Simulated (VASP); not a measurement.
# CdSe (F-43m) under biaxial strain in the (111) plane

Strain engineering needs slopes: what does biaxial strain in the (111) plane do to the lattice and the band edges of CdSe?

Method: LDA; plane waves and PAW (Cd, Se); cell typed or built by script, in the first sound run; inputs show where later runs differ, in VASP 6.6.1.

**1. The starting structure**

It takes space group F-43m (No. 216, cubic). Conventional cell: a = 6.050 Å, b = 6.050 Å, c = 6.050 Å, α = 90.00°, β = 90.00°, γ = 90.00°. Nearest to Cd lie 4 Se at 2.62 Å. Se has 4 Cd at 2.62 Å nearest. Farther neighbours and most contacts between anions are not listed.

Coordinates:

```cif
data_structure
_symmetry_space_group_name_H-M 'P 1'
_symmetry_Int_Tables_number 1
_cell_length_a 4.2780
_cell_length_b 4.2780
_cell_length_c 4.2780
_cell_angle_alpha 60.000
_cell_angle_beta 60.000
_cell_angle_gamma 60.000
_cell_volume 55.36
loop_
_atom_site_label
_atom_site_type_symbol
_atom_site_fract_x
_atom_site_fract_y
_atom_site_fract_z
_atom_site_occupancy
Cd1 Cd 0.00000 0.00000 0.00000 1
Se2 Se 0.25000 0.25000 0.25000 1
```

**2. Relax the crystal, LDA**

The series starts from the cell that this level prefers, so that zero strain is near zero stress.

This step took 2 runs in a row; the last is shown.

Level: LDA; plane waves and PAW (Cd, Se); cell typed or built by script.

The input, INCAR:

```
SYSTEM = CdSe
PREC = Accurate
ENCUT = 450
EDIFF = 1E-07
NELM = 120
ISMEAR = 0
SIGMA = 0.02
LREAL = .FALSE.
ALGO = Normal
GGA = CA
NBANDS = 15
LASPH = .TRUE.
LORBIT = 11
LWAVE = .FALSE.
LCHARG = .FALSE.
KPAR = 16
IBRION = 2
NSW = 40
ISIF = 3
EDIFFG = -0.005
POTIM = 0.4
```

The input, POSCAR:

```
CdSe
1.0
    0.0000000000      3.0102352751      3.0102352751
    3.0102352751      0.0000000000      3.0102352751
    3.0102352751      3.0102352751      0.0000000000
Cd Se
1 1
Direct
    0.0000000000      0.0000000000      0.0000000000
    0.2500000000      0.2500000000      0.2500000000
```

The input, KPOINTS:

```
Automatic mesh
0
Gamma
9 9 9
0 0 0
```

Potentials, in the order of the species: Cd and Se (LDA family, release 64).

Command:

```bash
mpirun -np 16 vasp_std
```

The log of the run:

```text
[banner, memory and clock lines left out]
running   16 mpi-ranks, on    1 nodes
[...]
|                                                                             |
|           W    W    AA    RRRRR   N    N  II  N    N   GGGG   !!!           |
|           W    W   A  A   R    R  NN   N  II  NN   N  G    G  !!!           |
|           W    W  A    A  R    R  N N  N  II  N N  N  G       !!!           |
|           W WW W  AAAAAA  RRRRR   N  N N  II  N  N N  G  GGG   !            |
|           WW  WW  A    A  R   R   N   NN  II  N   NN  G    G                |
|           W    W  A    A  R    R  N    N  II  N    N   GGGG   !!!           |
|                                                                             |
|     For optimal performance we recommend to set                             |
|       NCORE = 2 up to number-of-cores-per-socket                            |
|     NCORE specifies how many cores store one orbital (NPAR=cpu/NCORE).      |
|     This setting can greatly improve the performance of VASP for DFT.       |
[...]
|     Unfortunately you need to use the default for GW and RPA                |
|     calculations (for HF NCORE is supported but not extensively tested      |
|     yet).                                                                   |
|                                                                             |

 LDA part: xc-table for (Slater(with rela. corr.)+CA(PZ))
 , standard interpolation
 POSCAR, INCAR and KPOINTS ok, starting setup
[...]
entering main loop
       N       E                     dE             d eps       ncg     rms          rms(c)
DAV:   1     0.101608436630E+03    0.10161E+03   -0.81555E+03  1058   0.960E+02
DAV:   2    -0.319394261801E+01   -0.10480E+03   -0.98807E+02  1239   0.254E+02
DAV:   3    -0.711613717192E+01   -0.39222E+01   -0.39144E+01  1309   0.512E+01
DAV:   4    -0.713291401481E+01   -0.16777E-01   -0.16776E-01  1267   0.333E+00
[...]
DAV:  11    -0.676197850730E+01   -0.45949E-05   -0.17463E-05  1113   0.373E-02    0.124E-02
DAV:  12    -0.676197807923E+01    0.42807E-06   -0.17261E-06  1344   0.198E-02    0.468E-03
DAV:  13    -0.676197812872E+01   -0.49491E-07   -0.21885E-07  1127   0.299E-03
   1 F= -.67619781E+01 E0= -.67619781E+01  d E =-.676198E+01
[...]
reached required accuracy - stopping structural energy minimisation
```

Run time: 5.8 s. Hardware: 16 MPI ranks of Intel Xeon Platinum 8488C (Sapphire Rapids), shared host; peak memory 2.6 GiB.

The logs omit lines about the potential files and the build; timing stands in the text.

From OUTCAR (step 2):

```text
  Total       -0.0057860     -0.0057860     -0.0057860      0.0000000      0.0000000      0.0000000
  in kB       -0.1699248     -0.1699248     -0.1699248      0.0000000      0.0000000      0.0000000
  external PRESSURE =      -0.1699248 kB  Pullay stress =       0.0000000 kB

 POSITION                                       TOTAL-FORCE (eV/Angst)
 -----------------------------------------------------------------------------------
      0.00000      0.00000      0.00000         0.000000      0.000000      0.000000
      1.50512      1.50512      1.50512        -0.000000     -0.000000     -0.000000
 -----------------------------------------------------------------------------------
    total drift:                               -0.000000     -0.000000     -0.000000

  FREE ENERGIE OF THE ION-ELECTRON SYSTEM (eV)
  ---------------------------------------------------
  free  energy   TOTEN  =        -6.7619781287 eV

  energy  without entropy=       -6.7619781287  energy(sigma->0) =       -6.76197813

 reached required accuracy - stopping structural energy minimisation

[... 3 further parts left out ...]
[key lines of the parts left out:]
E-fermi :   1.2255
```

Numbers from this step:

* energy(sigma→0) of the program: -6.7620 eV
* stress, compression positive: -0.02 along [111], -0.02 across it (mean), GPa
* volume: 54.555 Å³
* ionic steps: 1

**3. Strain along the normal, LDA**

One member in full: the plane is strained by -2 %, and the strain along the normal is moved by secant steps until the normal stress is under 0.012 GPa or five steps are spent; the atoms relax at each step.

This step took 3 runs, each at a new trial strain with the atoms of the one before; the last is shown.

Level: LDA; plane waves and PAW (Cd, Se); cell typed or built by script.

Edit INCAR of step 2 so:

```diff
@@ -15,7 +15,7 @@
 LCHARG = .FALSE.
-KPAR = 16
-IBRION = 2
-NSW = 40
-ISIF = 3
-EDIFFG = -0.005
-POTIM = 0.4
+KPAR = 4
+IBRION = 1
+NSW = 25
+ISIF = 2
+EDIFFG = -0.004
+POTIM = 0.3
```

The input, POSCAR:

```
CdSe
1.0
    0.0780191530      3.0280497230      3.0280497230
    3.0280497230      0.0780191530      3.0280497230
    3.0280497230      3.0280497230      0.0780191530
Cd Se
1 1
Direct
    0.0031762507      0.0031762507      0.0031762507
    0.2468237493      0.2468237493      0.2468237493
```

KPOINTS is that of step 2.

Command:

```bash
mpirun -np 4 vasp_std
```

The log of the run:

```text
[banner, memory and clock lines left out]
running    4 mpi-ranks, on    1 nodes
[...]
LDA part: xc-table for (Slater(with rela. corr.)+CA(PZ))
 , standard interpolation
 POSCAR, INCAR and KPOINTS ok, starting setup
[...]
entering main loop
       N       E                     dE             d eps       ncg     rms          rms(c)
DAV:   1     0.100939430441E+03    0.10094E+03   -0.83207E+03  2622   0.970E+02
DAV:   2    -0.323762996333E+01   -0.10418E+03   -0.99227E+02  2956   0.254E+02
DAV:   3    -0.710411088059E+01   -0.38665E+01   -0.38564E+01  3033   0.511E+01
DAV:   4    -0.712152450576E+01   -0.17414E-01   -0.17412E-01  3096   0.333E+00
[...]
DAV:  11    -0.674819572782E+01   -0.43524E-05   -0.17199E-05  2942   0.378E-02    0.110E-02
DAV:  12    -0.674819530268E+01    0.42514E-06   -0.21208E-06  3166   0.224E-02    0.424E-03
DAV:  13    -0.674819534078E+01   -0.38101E-07   -0.17344E-07  2862   0.368E-03
   1 F= -.67481953E+01 E0= -.67481953E+01  d E =-.674820E+01
 BRION: g(F)=  0.923E-04 g(S)=  0.000E+00
[...]
DAV:   1    -0.674826212885E+01   -0.66826E-04   -0.14552E-02  2564   0.815E-01    0.203E-02
DAV:   2    -0.674827179284E+01   -0.96640E-05   -0.11139E-04  2970   0.786E-02    0.841E-03
DAV:   3    -0.674827163066E+01    0.16217E-06   -0.71410E-07  3166   0.718E-03    0.516E-03
DAV:   4    -0.674827156306E+01    0.67601E-07   -0.22647E-07  2588   0.330E-03
   2 F= -.67482716E+01 E0= -.67482716E+01  d E =-.762223E-04
 BRION: g(F)=  0.403E-04 g(S)=  0.000E+00 retain N=  1 mean eig= 2.94
 eig:   2.944
[...]
N       E                     dE             d eps       ncg     rms          rms(c)
DAV:   1    -0.674829408391E+01   -0.22453E-04   -0.54995E-02  2564   0.158E+00    0.397E-02
DAV:   2    -0.674833052695E+01   -0.36443E-04   -0.42087E-04  2942   0.153E-01    0.163E-02
DAV:   3    -0.674832992545E+01    0.60150E-06   -0.26937E-06  3159   0.139E-02    0.999E-03
DAV:   4    -0.674832967643E+01    0.24902E-06   -0.85476E-07  3047   0.636E-03    0.108E-03
DAV:   5    -0.674832967875E+01   -0.23169E-08   -0.70403E-08  1560   0.210E-03
   3 F= -.67483297E+01 E0= -.67483297E+01  d E =-.581157E-04
 BRION: g(F)=  0.134E-09 g(S)=  0.000E+00 retain N=  1 mean eig= 2.94
 eig:   2.939
 reached required accuracy - stopping structural energy minimisation
```

Run time: 36 s. Hardware: 4 MPI ranks; peak memory 0.73 GiB.

OUTCAR, selected parts (step 3):

```text
  Total        0.4142103      0.4142103      0.4142103     -0.2087726     -0.2087726     -0.2087726
  in kB       12.4315777     12.4315777     12.4315777     -6.2658338     -6.2658338     -6.2658338
  external PRESSURE =      12.4315777 kB  Pullay stress =       0.0000000 kB

 POSITION                                       TOTAL-FORCE (eV/Angst)
 -----------------------------------------------------------------------------------
      0.01752      0.01752      0.01752         0.000028      0.000028      0.000028
      1.51601      1.51601      1.51601        -0.000028     -0.000028     -0.000028
 -----------------------------------------------------------------------------------
    total drift:                                0.000065      0.000065      0.000065

  FREE ENERGIE OF THE ION-ELECTRON SYSTEM (eV)
  ---------------------------------------------------
  free  energy   TOTEN  =        -6.7483296787 eV

  energy  without entropy=       -6.7483296787  energy(sigma->0) =       -6.74832968

[... 1 part as in an earlier step ...]

[... 3 further parts left out ...]
[key lines of the parts left out:]
E-fermi :   1.3986
```

Numbers from this step:

| Quantity | Value |
| --- | --- |
| energy(sigma→0) of the program | -6.7483 eV |
| stress, compression positive | -0.01 along [111], 1.87 across it (mean), GPa |
| ionic steps | 3 |

**4. Band edges, HSE06**

Short lines in KPOINTS_OPT sample the zone centre along and across the normal of the plane, for masses, and the other valleys.

Level: HSE06; plane waves and PAW (Cd, Se); cell typed or built by script.

The input, INCAR:

```
SYSTEM = CdSe
PREC = Accurate
ENCUT = 450
EDIFF = 1E-06
NELM = 100
ISMEAR = 0
SIGMA = 0.02
LREAL = .FALSE.
ALGO = Normal
LHFCALC = .TRUE.
AEXX = 0.25
GGA = PE
HFSCREEN = 0.2
LASPH = .TRUE.
NBANDS = 14
PRECFOCK = Fast
LWAVE = .FALSE.
LCHARG = .FALSE.
KPAR = 4
```

The input, POSCAR:

```
CdSe
1.0
    0.0780191530      3.0280497230      3.0280497230
    3.0280497230      0.0780191530      3.0280497230
    3.0280497230      3.0280497230      0.0780191530
Cd Se
1 1
Direct
    0.0028558958      0.0028558958      0.0028558958
    0.2471441042      0.2471441042      0.2471441042
```

The input, KPOINTS:

```
Automatic mesh
0
Gamma
5 5 5
0 0 0
```

The input, KPOINTS_OPT:

```
Line mode
6
Line-mode
Reciprocal
  0.00000000   0.00000000   0.00000000
  0.02818264   0.02818264   0.02818264

  0.00000000   0.00000000   0.00000000
 -0.01659975   0.01659975   0.00000000

  0.31000000   0.31000000   0.00000000
  0.50000000   0.50000000   0.00000000

  0.00000000   0.31000000   0.31000000
  0.00000000   0.50000000   0.50000000

  0.45000000   0.45000000   0.45000000
  0.50000000   0.50000000   0.50000000

  0.45000000   0.00000000   0.00000000
  0.50000000   0.00000000   0.00000000

  0.42500000   0.42500000   0.00000000
  0.42562086   0.44909645   0.02409645

  0.50000000   0.50000000   0.50000000
  0.48340025   0.51659975   0.50000000
```

Command:

```bash
mpirun -np 4 vasp_std
```

The log of the run:

```text
[banner, memory and clock lines left out]
running    4 mpi-ranks, on    1 nodes
[...]
|                                                                             |
|               ----> ADVICE to this user running VASP <----                  |
|                                                                             |
|     You enforced a specific xc type in the INCAR file but a different       |
|     [... a line on the potential file left out ...]
|     I HOPE YOU KNOW WHAT YOU ARE DOING!                                     |
|                                                                             |

 LDA part: xc-table for (Slater+PW92), standard interpolation
 found WAVECAR, reading the header
 POSCAR, INCAR and KPOINTS ok, starting setup
[...]
reading WAVECAR
 the WAVECAR file was read successfully
 initial charge from wavefunction
 entering main loop
       N       E                     dE             d eps       ncg     rms          rms(c)
DAV:   1    -0.681307305465E+01   -0.68131E+01   -0.11661E+00   532   0.128E+01    0.344E+00
DAV:   2    -0.680432339240E+01    0.87497E-02   -0.89204E-02   604   0.453E+00    0.179E+00
DAV:   3    -0.679835685916E+01    0.59665E-02   -0.15108E-02   634   0.166E+00    0.107E+00
DAV:   4    -0.679744109151E+01    0.91577E-03   -0.19382E-03   598   0.450E-01    0.646E-01
DAV:   5    -0.679725809037E+01    0.18300E-03   -0.30478E-04   580   0.138E-01    0.383E-01
DAV:   6    -0.679720983668E+01    0.48254E-04   -0.44462E-05   562   0.544E-02    0.222E-01
DAV:   7    -0.679719299485E+01    0.16842E-04   -0.78292E-06   550   0.245E-02    0.128E-01
DAV:   8    -0.679718822535E+01    0.47695E-05   -0.37209E-06   562   0.154E-02    0.725E-02
DAV:   9    -0.679718758334E+01    0.64201E-06   -0.15624E-06   562   0.956E-03
   1 F= -.67971876E+01 E0= -.67971876E+01  d E =-.299911E-31
 Start KPOINTS_OPT (optional k-point list driver)
k-point batch [1-19\48]
       N       E                     dE             ncg
DAV:   1     0.630572907756E+03   -0.32576E+04      540
DAV:   2    -0.188569314136E+04   -0.25163E+04      628
DAV:   3    -0.204068590203E+04   -0.15499E+03      580
DAV:   4    -0.204268588700E+04   -0.20000E+01      646
DAV:   5    -0.204269587534E+04   -0.99883E-02      640
DAV:   6    -0.204269595910E+04   -0.83754E-04      556
DAV:   7    -0.204269596039E+04   -0.12899E-05      554
DAV:   8    -0.204269596044E+04   -0.50914E-07      386
[...]
k-point batch [39-48\48]
       N       E                     dE             ncg
DAV:   1     0.479938076203E+04   -0.46535E+04      280
DAV:   2     0.344231535144E+04   -0.13571E+04      298
DAV:   3     0.337155945904E+04   -0.70756E+02      334
DAV:   4     0.337067392493E+04   -0.88553E+00      328
DAV:   5     0.337066923089E+04   -0.46940E-02      340
DAV:   6     0.337066920375E+04   -0.27141E-04      304
DAV:   7     0.337066920348E+04   -0.27650E-06      236
```

It took 4.9 min on 4 MPI ranks; peak memory 1.2 GiB.

From OUTCAR (step 4):

```text
  LATTYP: Found a trigonal (rhomboedric) cell.
 ALAT       =     4.2830196402
 COS(alpha) =     0.5255910201

 Subroutine GETGRP returns: Found  6 space group operations
 (whereof  6 operations were pure point group operations)

The static configuration has the point symmetry C_3v.

 Found     19 irreducible k-points:

   k-points           NKPTS =     19   k-points in BZ     NKDIM =    125   number of bands    NBANDS=     14

   dimension x,y,z NGX =    30 NGY =   30 NGZ =   30
   dimension x,y,z NGXF=    60 NGYF=   60 NGZF=   60

   ENCUT  =  450.0 eV  33.07 Ry    5.75 a.u.   7.41  7.41  7.41*2*pi/ulx,y,z

   NELECT =      18.0000    total number of electrons

  exchange ACFDT corr.  =         0.00000000  see jH, gK, PRB 81, 115126

 E-fermi :   1.1600

 k-point     1 :       0.0000    0.0000    0.0000
  band No.  band energies     occupation
    ...
      5      -7.9675      2.00000
      6      -7.9675      2.00000
      7       0.7884      2.00000
      8       1.0000      2.00000
      9       1.0000      2.00000
     10       2.6102      0.00000
     11       7.6685      0.00000
     12       8.1249      0.00000
     13       8.1249      0.00000
     14      12.2213      0.00000

 k-point     2 :       0.2000   -0.0000    0.0000
  band No.  band energies     occupation
    ...
      5      -7.9709      2.00000
      6      -7.9657      2.00000
      7      -1.2642      2.00000
      8       0.4746      2.00000
      9       0.6660      2.00000
     10       4.0826      0.00000
     11       7.8429      0.00000
     12       8.2801      0.00000
     13       8.5225      0.00000
     14      11.9633      0.00000

 POSITION                                       TOTAL-FORCE (eV/Angst)
 -----------------------------------------------------------------------------------
      0.01752      0.01752      0.01752         0.013316      0.013316      0.013316
      1.51601      1.51601      1.51601        -0.013316     -0.013316     -0.013316
 -----------------------------------------------------------------------------------
    total drift:                                0.000069      0.000068     -0.000059

  FREE ENERGIE OF THE ION-ELECTRON SYSTEM (eV)
  ---------------------------------------------------
  free  energy   TOTEN  =        -6.7971875833 eV

  energy  without entropy=       -6.7971875833  energy(sigma->0) =       -6.79718758

[... 1 part as in an earlier step ...]

[... 7 further parts left out ...]
```

Numbers from this step:

```
energy(sigma→0) of the program : -6.7972 eV
```

**5. All members**

Hybrid runs start from orbitals of a short LDA run, not shown.

Runs beyond LDA use the data sets made with LDA; this shifts their levels slightly, and their total energies have another zero.

The other members went through these steps as far as the tables show, with the same cutoff and, step by step, the same mesh; 44 runs are not shown. The session took 3.7 core hours (wall time by ranks) on a shared machine.

```csv
in-plane strain (%),strain along the normal (%),"in-plane stress, tension positive (GPa)",energy above the unstrained row (meV/atom),"gap on the mesh, LDA (eV)"
-2.000,1.888,-1.870,6.824,0.387
-1.500,1.406,-1.396,3.909,0.402
-1.000,0.926,-0.925,1.801,0.413
-0.500,0.453,-0.456,0.508,0.421
0,-0.013,0.014,0.000,0.425
0.500,-0.485,0.471,0.291,0.386
1.000,-0.947,0.929,1.358,0.350
1.500,-1.407,1.379,3.192,0.319
2.000,-1.857,1.823,5.789,0.294
```

Slopes at zero strain, from cubics through all rows: strain ratio -0.938, stress over strain 93 GPa.

Band edges at HSE06, counted from the valence-band top at Γ, with one row partly withheld:

```csv
in-plane strain (%),gap (eV),conduction band at Γ (eV),Δ or X valley along z (eV),Δ or X valley along x (eV),"lowest conduction level at L, [111] (eV)","lowest conduction level at L, [-111] (eV)",second valence level below the top (eV),third valence level below the top (eV)
-2.000,1.610,1.610,3.762,3.762,3.687,3.326,0.000,0.212
-1.500,1.625,1.625,3.813,3.813,3.628,3.362,0.000,0.153
-1.000,1.636,1.637,3.858,3.858,3.570,3.396,0.000,0.098
-0.500,1.644,1.644,3.895,3.895,?,3.428,0.000,0.047
0,1.647,1.647,3.924,3.924,3.456,3.456,0.001,0.001
0.500,1.603,1.604,3.900,3.900,3.355,3.440,0.045,0.045
1.000,1.560,1.561,3.873,3.873,3.259,3.425,0.086,0.086
1.500,1.519,1.519,3.842,3.842,3.168,3.412,0.123,0.123
2.000,1.478,1.478,3.808,3.808,3.082,3.400,0.156,0.156
```

Conduction masses, in electron masses:

```csv
in-plane strain (%),"conduction mass at Γ, along the strain axis or the normal of the plane","conduction mass at Γ, across the strain axis or in the plane"
-2.000,0.107,0.118
-1.500,0.108,0.117
-1.000,0.110,0.115
-0.500,0.111,0.114
0,0.113,0.113
0.500,0.114,0.112
1.000,0.115,0.110
1.500,0.116,0.109
2.000,0.117,0.109
```

**6. Working out the slope**

The quantity to fit is the splitting of the lowest conduction levels at the L points ([111] less [-111]) at HSE06: 0.360, 0.266, 0.174, -0.001, -0.085, -0.166, -0.244, -0.318 eV in the rows shown.

Fitting a parabola to the 8 known rows (d: strain along the axis less the strain across it, in %) gives E = 0.001301 d² + 0.08764 d + 1.46e-4 in eV; the residuals are 2.3e-4 eV r.m.s.

For the withheld row, d = 0.9529, the fit gives 0.0848 eV.

**7. Prediction against calculation**

The calculation gives 0.0849 eV, so the prediction is 0.0001 eV too low.

The splitting is Ξu times 8/9 of d, with d as a fraction, so the linear term gives Ξu = 9.9 eV.

**8. Summary of results**

| Quantity | Value |
| --- | --- |
| ratio of normal to in-plane strain | -0.938 |
| biaxial modulus | 93 GPa |
| gap of the unstrained cell, HSE06 | 1.65 eV |
| shear deformation potential Ξu of the lowest conduction levels at L | 9.9 eV |
| error of the predicted row | -0.1 meV |

In words: As a check, the curvature of the energy gives 93 GPa for the same modulus (energy per volume = M × strain²), 0 % from the slope of the stress. At HSE06 the lowest conduction valley is Γ throughout, and the gap runs between 1.48 and 1.65 eV. Hole masses are left out throughout, since the top bands are degenerate or cross in many series; of conduction masses, those of the Γ, L and (for Si and Ge under (001) strain) Δ valleys are kept where they change by under an eighth between rows. HSE06 ran on a coarser mesh than the semilocal levels. Spin-orbit coupling is left out at HSE06, so the valence splittings there lack it. Δ or X levels are the lowest on their line, refined by a parabola unless they lie at X; the gap is read from all points sampled and can differ from the lowest valley by some meV, or by tens of meV where strain moves the valence top off Γ. Temperature, zero-point motion and excitons are left out.

[Lines on the potential files, build, host, timing and source positions are cut from VASP's logs without a mark.]

[Logs are printed without paths, hosts, clocks, repeated set-up lines and the standing remarks that a program may print on its own settings, such as how far it seeks lower states.]

[Hosts, paths, dates, database ids (printed as entryN), source tags and the programs' standing remarks are cut or masked in the printed files.]

[In band tables of VASP the shares of atoms and orbitals are scaled to a sum of 1 inside the atoms' spheres.]
